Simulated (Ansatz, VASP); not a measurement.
# Cross-check of CdS (Greenockite) between VASP and Ansatz, part 2 of 2

Wanted: the spread between two codes on one cell, functional and k mesh. The cell is taken from a series of VASP runs on this material, whose earlier steps may have relaxed, scaled or displaced it; both programs get it as it stands.

VASP 6.6.1 and Ansatz 0.2.0.

So far: The starting structure; Ansatz: band structure, PBE0; VASP: band structure, PBE0.

## (3) VASP: band structure, PBE0 (continued)

Level of this step: PBE0; plane waves and PAW (Cd, S) (VASP).

Numbers of over 12 decimals in the logs are rounded to 6 here.

Parts of OUTCAR (step 3):

```text
ion  position               nearest neighbor table
   1  0.667  0.333  0.500-   3 2.53   4 2.54   4 2.54   4 2.54
   2  0.333  0.667  0.000-   4 2.53   3 2.54   3 2.54   3 2.54
   3  0.667  0.333  0.875-   1 2.53   2 2.54   2 2.54   2 2.54
   4  0.333  0.667  0.375-   2 2.53   1 2.54   1 2.54   1 2.54

  LATTYP: Found a hexagonal cell.
 ALAT       =     4.1500000000
 C/A-ratio  =     1.6233734940

 Subroutine GETGRP returns: Found 12 space group operations
 (whereof  6 operations were pure point group operations)

The static configuration has the point symmetry C_3v.
 The point group associated with its full space group is C_6v.

 Found      8 irreducible k-points:

   k-points           NKPTS =      8   k-points in BZ     NKDIM =     32   number of bands    NBANDS=     24

   dimension x,y,z NGX =    28 NGY =   28 NGZ =   42
   dimension x,y,z NGXF=    56 NGYF=   56 NGZF=   84

   ENCUT  =  350.0 eV  25.72 Ry    5.07 a.u.   6.33  6.33 10.28*2*pi/ulx,y,z

   NELECT =      36.0000    total number of electrons

 k-points in reciprocal lattice and weights: Automatic mesh
   0.00000000  0.00000000  0.00000000       0.031
   0.25000000 -0.00000000  0.00000000       0.188
   0.50000000 -0.00000000  0.00000000       0.094
   0.25000000  0.25000000  0.00000000       0.188
   0.00000000  0.00000000  0.50000000       0.031
   0.25000000 -0.00000000  0.50000000       0.188
   0.50000000 -0.00000000  0.50000000       0.094
   0.25000000  0.25000000  0.50000000       0.188

  exchange ACFDT corr.  =         0.00000000  see jH, gK, PRB 81, 115126

 average (electrostatic) potential at core
       1 -32.4905       2 -32.4905       3 -85.1748       4 -85.1748

 E-fermi :   0.3409

 k-point     1 :       0.0000    0.0000    0.0000
  band No.  band energies     occupation
    ...
     14      -0.6407      2.00000
     15      -0.6407      2.00000
     16       0.1259      2.00000
     17       0.1887      2.00000
     18       0.1887      2.00000
     19       3.1002      0.00000
     20       4.7727      0.00000
     21       8.5435      0.00000
     22       8.5435      0.00000
     23       8.9240      0.00000
    ...

 k-point     2 :       0.2500   -0.0000    0.0000
  band No.  band energies     occupation
    ...
     14      -2.4119      2.00000
     15      -1.8340      2.00000
     16      -1.2785      2.00000
     17      -0.3564      2.00000
     18      -0.2106      2.00000
     19       4.9432      0.00000
     20       6.0361      0.00000
     21       7.5299      0.00000
     22       8.4513      0.00000
     23       9.1394      0.00000
    ...

 k-point     3 :       0.5000   -0.0000    0.0000
  band No.  band energies     occupation
    ...
     14      -3.5365      2.00000
     15      -2.6483      2.00000
     16      -1.8260      2.00000
     17      -1.2099      2.00000
     18      -0.6129      2.00000
     19       5.7542      0.00000
     20       5.8216      0.00000
     21       6.9935      0.00000
     22       8.5903      0.00000
     23       9.0623      0.00000
    ...

  energy-cutoff  :      350.00
  volume of cell :      100.48
      direct lattice vectors                 reciprocal lattice vectors
     4.150000000  0.000000000  0.000000000     0.240963855  0.139120547  0.000000000
    -2.075000000  3.594005426  0.000000000     0.000000000  0.278241094  0.000000000
     0.000000000  0.000000000  6.737000000     0.000000000  0.000000000  0.148434021

 POSITION                                       TOTAL-FORCE (eV/Angst)
 -----------------------------------------------------------------------------------
      2.07500      1.19800      3.36850         0.000000     -0.000000     -0.062777
     -0.00000      2.39600      0.00000        -0.000000      0.000000     -0.062777
      2.07500      1.19800      5.89487        -0.000000     -0.000000      0.062777
     -0.00000      2.39600      2.52637         0.000000      0.000000      0.062777
 -----------------------------------------------------------------------------------
    total drift:                                0.000022      0.000071     -0.000384

  FREE ENERGIE OF THE ION-ELECTRON SYSTEM (eV)
  ---------------------------------------------------
  free  energy   TOTEN  =       -16.3231709276 eV

  energy  without entropy=      -16.3231709276  energy(sigma->0) =      -16.32317093

 total charge
# of ion       s       p       d       tot
------------------------------------------
    1        0.395   0.317   9.591  10.303
    2        0.395   0.317   9.591  10.303
    3        1.310   2.431   0.000   3.742
    4        1.310   2.431   0.000   3.742
--------------------------------------------------
tot          3.410   5.498  19.181  28.089

[... 3 further parts left out ...]
```

## (4) Comparison

Known differences besides the potentials themselves: exact exchange at q = 0 is treated differently, which shows on coarse meshes; VASP keeps PBE cores, Ansatz makes them for the functional; the data sets hold 52 valence electrons in Ansatz (default PAW (the set named soft_2) files) and 36 in VASP; the cutoff is 420 eV in Ansatz and 350 eV in VASP; VASP takes a coarser grid for exact exchange (PRECFOCK = Fast). Total energies have different zeros and are not compared.

Compared:

```csv
quantity,Ansatz,VASP,difference
gap over the path points (eV),2.903,2.911,-0.009
```

Forces (eV/Å; atoms numbered as in POSCAR):

```csv
atom,"Ansatz x, y, z","VASP x, y, z"
Cd1,"0.000, 0.000, -0.062","0.000, 0.000, -0.063"
Cd2,"0.000, 0.000, -0.062","0.000, 0.000, -0.063"
S3,"0.000, 0.000, 0.062","0.000, 0.000, 0.063"
S4,"0.000, 0.000, 0.062","0.000, 0.000, 0.063"
```

Levels at points of the path, from each program's valence-band top (eV; 4 filled, then empty):

```csv
k (reciprocal lattice),Ansatz,VASP
0.000 0.000 0.000,-0.83 -0.04 0.00 0.00 2.90 4.59 8.35,-0.83 -0.06 0.00 0.00 2.91 4.58 8.35
0.444 0.000 0.000,-2.87 -1.97 -1.30 -0.77 5.53 5.66 6.85,-2.87 -1.98 -1.32 -0.78 5.53 5.66 6.85
0.389 0.222 0.000,-3.04 -2.30 -1.66 -1.51 6.38 6.67 7.00,-3.05 -2.31 -1.68 -1.52 6.38 6.68 7.00
0.185 0.185 0.000,-2.73 -1.96 -0.84 -0.79 5.50 6.65 7.33,-2.74 -1.96 -0.84 -0.81 5.51 6.64 7.33
0.000 0.000 0.111,-0.80 -0.28 -0.03 -0.03 3.12 4.61 8.37,-0.81 -0.28 -0.03 -0.03 3.12 4.60 8.37
0.000 0.000 0.500,-0.43 -0.43 -0.43 -0.43 4.63 4.63 8.04,-0.44 -0.44 -0.44 -0.44 4.64 4.64 8.07
0.444 0.000 0.500,-1.42 -1.42 -1.41 -1.41 5.25 5.25 7.25,-1.44 -1.44 -1.41 -1.41 5.25 5.25 7.25
0.389 0.222 0.500,-2.35 -2.35 -1.21 -1.21 6.05 6.05 7.77,-2.35 -2.35 -1.23 -1.23 6.06 6.06 7.78
0.185 0.185 0.500,-1.55 -1.55 -1.31 -1.31 6.03 6.03 7.34,-1.56 -1.56 -1.33 -1.33 6.03 6.03 7.34
0.500 0.000 0.389,-1.77 -1.64 -1.22 -1.19 5.01 5.51 7.14,-1.78 -1.64 -1.23 -1.20 5.01 5.51 7.14
```

The forces differ by 0.5 meV/Å r.m.s., which is 1.5 % of the r.m.s. force of 0.04 eV/Å (both taken over all components). Among the levels compared at these points, filled levels agree within 22 meV and empty ones within 28 meV.

## (5) Outcome

| Quantity | Value |
| --- | --- |
| difference in gap over the path points (band structure, PBE0) | -0.0085 eV |

The difference in gap over the path points is -0.0085 eV (band structure, PBE0), within the 0.08 eV picked in this series as the mark of a large difference. How closely two codes agree says nothing of how well the functional describes the real material.

[Lines on the potential files, build, host, timing and source positions are cut from VASP's logs without a mark.]

[Logs are printed without paths, hosts, clocks, repeated set-up lines and the standing remarks that a program may print on its own settings, such as how far it seeks lower states.]

[Hosts, paths, dates, database ids (printed as entryN), source tags and the programs' standing remarks are cut or masked in the printed files.]
